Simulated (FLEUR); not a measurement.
# BaTe (Fm-3m) in FLEUR: a series of runs, part 2 of 2

FLEUR MaX-R8.1 (later development tree). Earlier steps stand in the parts before.

## 4. Equation of state, PBEsol, 38.86 Å³/atom (volume scaled by 0.98)

inp.xml

```xml
<?xml version="1.0" encoding="UTF-8" standalone="no"?>
<fleurInput fleurInputVersion="0.39">
   <comment>
      BaTe                                                                                                
   </comment>
   <calculationSetup>
      <cutoffs Kmax="4.1" Gmax="12.7" GmaxXC="12.7" numbands="0"/>
      <scfLoop itmax="60" minDistance="0.00001" maxIterBroyd="15" imix="Anderson" alpha="0.05" precondParam="0.0" spinf="2.0" sdNocoIR="T"/>
      <coreElectrons ctail="T" frcor="F" kcrel="0" coretail_lmax="0"/>
      <xcFunctional name="PBEs" relativisticCorrections="F"/>
      <magnetism jspins="1"/>
      <soc l_soc="F" theta="0.0" phi="0.0" spav="F"/>
      <expertModes spex="0" secvar="F"/>
      <geometryOptimization l_f="F" forcealpha="1.0" forcemix="BFGS" epsdisp="0.00001" epsforce="0.00001"/>
      <ldaU l_linMix="F" mixParam="0.05" spinf="1.0"/>
   </calculationSetup>
   <cell>
      <bzIntegration valenceElectrons="42.0" mode="hist" fermiSmearingEnergy="0.00183747">
         <kPointListSelection listName="default-1"/>
         <!-- k-points included here -->
         <xi:include xmlns:xi="http://www.w3.org/2001/XInclude" href="kpts.xml"> </xi:include>
      </bzIntegration>
      <!-- symmetry operations included here -->
      <xi:include xmlns:xi="http://www.w3.org/2001/XInclude" href="sym.xml"> </xi:include>
      <bulkLattice scale="0.9932883884">
         <bravaisMatrix>
            <row-1>    0.0000000000000000     6.4439660848860001     6.4439660848860001</row-1>
            <row-2>    6.4439660848860001     0.0000000000000000     6.4439660848860001</row-2>
            <row-3>    6.4439660848860001     6.4439660848860001     0.0000000000000000</row-3>
         </bravaisMatrix>
      </bulkLattice>
   </cell>
   <atomSpecies>
      <species name="Barium (Ba)" element="Ba" atomicNumber="56">
         <mtSphere radius="2.66" gridPoints="879" logIncrement="0.015"/>
         <atomicCutoffs lmax="10" lnonsphr="10"/>
         <electronConfig flipSpins="F">
            <coreConfig>(1s1/2) (2s1/2) (2p1/2) (2p3/2) (3s1/2) (3p1/2) (3p3/2) (4s1/2) (3d3/2) (3d5/2) (4p1/2) (4p3/2)</coreConfig>
            <valenceConfig>(5s1/2) (4d3/2) (4d5/2) (5p1/2) (5p3/2) (6s1/2)</valenceConfig>
         </electronConfig>
         <energyParameters s="6" p="5" d="4" f="4"/>
         <lo type="SCLO" l="0" n="5" eDeriv="0"/>
         <lo type="HELO" l="1" n="6" eDeriv="0"/>
         <lo type="HELO" l="1" n="6" eDeriv="1"/>
         <lo type="HELO" l="2" n="5" eDeriv="0"/>
         <lo type="HELO" l="2" n="5" eDeriv="1"/>
         <lo type="SCLO" l="3" n="4" eDeriv="2"/>
      </species>
      <species name="Tellurium (Te)" element="Te" atomicNumber="52">
         <mtSphere radius="2.66" gridPoints="879" logIncrement="0.015"/>
         <atomicCutoffs lmax="10" lnonsphr="10"/>
         <electronConfig flipSpins="F">
            <coreConfig>(1s1/2) (2s1/2) (2p1/2) (2p3/2) (3s1/2) (3p1/2) (3p3/2) (4s1/2) (3d3/2) (3d5/2)</coreConfig>
            <valenceConfig>(4p1/2) (4p3/2) (5s1/2) (4d3/2) (4d5/2) (5p1/2) (5p3/2)</valenceConfig>
            <stateOccupation state="(5p1/2)" spinUp="0.666667" spinDown="0.666667"/>
            <stateOccupation state="(5p3/2)" spinUp="1.333333" spinDown="1.333333"/>
         </electronConfig>
         <energyParameters s="5" p="5" d="5" f="4"/>
         <lo type="SCLO" l="1" n="4" eDeriv="0"/>
         <lo type="SCLO" l="1" n="4" eDeriv="1"/>
         <lo type="SCLO" l="2" n="4" eDeriv="0"/>
         <lo type="SCLO" l="2" n="4" eDeriv="1"/>
         <lo type="SCLO" l="0" n="5" eDeriv="2"/>
         <lo type="SCLO" l="3" n="4" eDeriv="2"/>
      </species>
   </atomSpecies>
   <atomGroups>
      <atomGroup species="Barium (Ba)">
         <relPos label="                   1">.0000000000 .0000000000 .0000000000</relPos>
         <force calculate="T" relaxXYZ="TTT"/>
      </atomGroup>
      <atomGroup species="Tellurium (Te)">
         <relPos label="                   2">1.000/2.000 1.000/2.000 1.000/2.000</relPos>
         <force calculate="T" relaxXYZ="TTT"/>
      </atomGroup>
   </atomGroups>
   <output dos="F" band="F" slice="F">
      <checks vchk="F" cdinf="F"/>
      <bandDOS minEnergy="-.5*Htr" maxEnergy="0.5*Htr" sigma="0.015" storeEVData="T"/>
      <vacuumDOS vacdos="F" integ="F" star="F" nstars="0" locx1="0.0" locy1="0.0" locx2="0.0" locy2="0.0" nstm="0" tworkf="0.0"/>
      <unfoldingBand unfoldBand="F" supercellX="1" supercellY="1" supercellZ="1"/>
      <plotting iplot="0" polar="F">
         <plot TwoD="T" vec1="  1.0  0.0  0.0" vec2="  0.0  1.0  0.0" vec3="  0.0  0.0  1.0" zero="  0.0  0.0  0.0" file="plot"/>
      </plotting>
      <chargeDensitySlicing numkpt="0" minEigenval="0.0" maxEigenval="0.0" nnne="0" pallst="F"/>
      <specialOutput eonly="F"/>
      <moessbauerParams electricFieldGradient="T" isomerShift="T" coreHyperfine="T" valenceHyperfine="T"/>
      <magneticCircularDichroism mcd="F" energyLo="-10.0" energyUp="0.0"/>
   </output>
  <!-- We include the file relax.xml here to enable relaxations (see documentation) -->
  <xi:include xmlns:xi="http://www.w3.org/2001/XInclude" href="relax.xml"> <xi:fallback/> </xi:include>
</fleurInput>
```

Started as:

```bash
> inpgen -f crystal.txt -profile fastHighL
> # inp.xml edited to the form shown
> fleur_MPI
```

It took 65 s on 1 thread of Arm Neoverse V1, shared host; peak memory 0.07 GiB.

It converged, with:

* Free energy: -406273.0423 eV
* Band gap on the k mesh: 1.34 eV, indirect (least direct gap 1.68 eV)
* Valence electrons inside the program's atomic spheres: Ba 17.43; Te 20.28 (radii Ba 2.66, Te 2.66 bohr)

Caveat: spin-orbit coupling is left out, which moves the levels of the heavy elements; an odd mesh through Γ misses points on the zone boundary, where band edges often lie.

## 5. Equation of state, PBEsol, 39.65 Å³/atom

inp.xml, as its differences from that of step 4:

```diff
@@ -24,3 +24,3 @@
       <xi:include xmlns:xi="http://www.w3.org/2001/XInclude" href="sym.xml"> </xi:include>
-      <bulkLattice scale="0.9932883884">
+      <bulkLattice scale="1.0000000000">
          <bravaisMatrix>
```

Started as:

```bash
> inpgen -f crystal.txt -profile fastHighL
> # inp.xml edited to the form shown
> fleur_MPI
```

Run time: 66 s. Hardware: 1 thread of Arm Neoverse V1, shared host; peak memory 0.07 GiB.

The run converged. Its results:

```
Free energy                                           : -406273.0655 eV
Band gap on the k mesh                                : 1.39 eV, indirect (least direct gap 1.74 eV)
Valence electrons inside the program's atomic spheres : Ba 17.42; Te 20.27 (radii Ba 2.66, Te 2.66 bohr)
```

Caveat: spin-orbit coupling is left out, which moves the levels of the heavy elements; an odd mesh through Γ misses points on the zone boundary, where band edges often lie.

## 6. Equation of state, PBEsol, 40.44 Å³/atom (volume scaled by 1.02)

inp.xml, as its differences from that of step 5:

```diff
@@ -24,3 +24,3 @@
       <xi:include xmlns:xi="http://www.w3.org/2001/XInclude" href="sym.xml"> </xi:include>
-      <bulkLattice scale="1.0000000000">
+      <bulkLattice scale="1.0066227096">
          <bravaisMatrix>
```

Potentials or basis: all-electron, FLAPW.

Started as:

```bash
> inpgen -f crystal.txt -profile fastHighL
> # inp.xml edited to the form shown
> fleur_MPI
```

Wall time 68 s (1 thread of Arm Neoverse V1, shared host); peak memory 0.07 GiB.

It converged, with:

```
Free energy                                           : -406273.0807 eV
Band gap on the k mesh                                : 1.44 eV, indirect (least direct gap 1.79 eV)
Valence electrons inside the program's atomic spheres : Ba 17.41; Te 20.26 (radii Ba 2.66, Te 2.66 bohr)
```

Caveat: spin-orbit coupling is left out, which moves the levels of the heavy elements; an odd mesh through Γ misses points on the zone boundary, where band edges often lie.

## 7. Equation of state, PBEsol, 41.24 Å³/atom (volume scaled by 1.04)

inp.xml, as its differences from that of step 6:

```diff
@@ -24,3 +24,3 @@
       <xi:include xmlns:xi="http://www.w3.org/2001/XInclude" href="sym.xml"> </xi:include>
-      <bulkLattice scale="1.0066227096">
+      <bulkLattice scale="1.0131594038">
          <bravaisMatrix>
```

Started as:

```bash
> inpgen -f crystal.txt -profile fastHighL
> # inp.xml edited to the form shown
> fleur_MPI
```

It took 70 s on 1 thread of Arm Neoverse V1, shared host; peak memory 0.07 GiB.

Results (log left out):

```
Free energy                                           : -406273.0887 eV
Band gap on the k mesh                                : 1.48 eV, indirect (least direct gap 1.84 eV)
Valence electrons inside the program's atomic spheres : Ba 17.40; Te 20.25 (radii Ba 2.66, Te 2.66 bohr)
```

Caveat: spin-orbit coupling is left out, which moves the levels of the heavy elements; an odd mesh through Γ misses points on the zone boundary, where band edges often lie.

## 8. Equation of state, PBEsol, 42.03 Å³/atom (volume scaled by 1.06)

inp.xml, as its differences from that of step 7:

```diff
@@ -24,3 +24,3 @@
       <xi:include xmlns:xi="http://www.w3.org/2001/XInclude" href="sym.xml"> </xi:include>
-      <bulkLattice scale="1.0131594038">
+      <bulkLattice scale="1.0196128224">
          <bravaisMatrix>
```

Started as:

```bash
> inpgen -f crystal.txt -profile fastHighL
> # inp.xml edited to the form shown
> fleur_MPI
```

It took 72 s on 1 thread of Arm Neoverse V1, shared host; peak memory 0.08 GiB.

It converged, with:

```yaml
Free_energy: -406273.0902 eV
Band_gap_on_the_k_mesh: 1.52 eV, indirect (least direct gap 1.88 eV)
Valence_electrons_inside_the_program's_atomic_spheres: Ba 17.40; Te 20.24 (radii Ba 2.66, Te 2.66 bohr)
```

Caveat: spin-orbit coupling is left out, which moves the levels of the heavy elements; an odd mesh through Γ misses points on the zone boundary, where band edges often lie.

## 9. Equation of state, PBEsol

Potentials or basis: all-electron, FLAPW.

This step only gathers the single runs of the series.

What came out:

| Property | Result |
| --- | --- |
| Equilibrium volume | 41.83 Å³/atom |
| Bulk modulus | 32 GPa |
| Pressure derivative of the bulk modulus | 4.4 |

Energy against volume, from the lowest point:
| volume (Å³/atom) | energy (meV/atom) |
| --- | --- |
| 37.273 | 60.98 |
| 38.066 | 40.01 |
| 38.859 | 23.96 |
| 39.652 | 12.36 |
| 40.445 | 4.76 |
| 41.238 | 0.75 |
| 42.031 | 0.00 |

Spin-orbit coupling is left out, which matters for the levels of Ba, Te. Zero-point motion and thermal expansion aren't in these numbers.
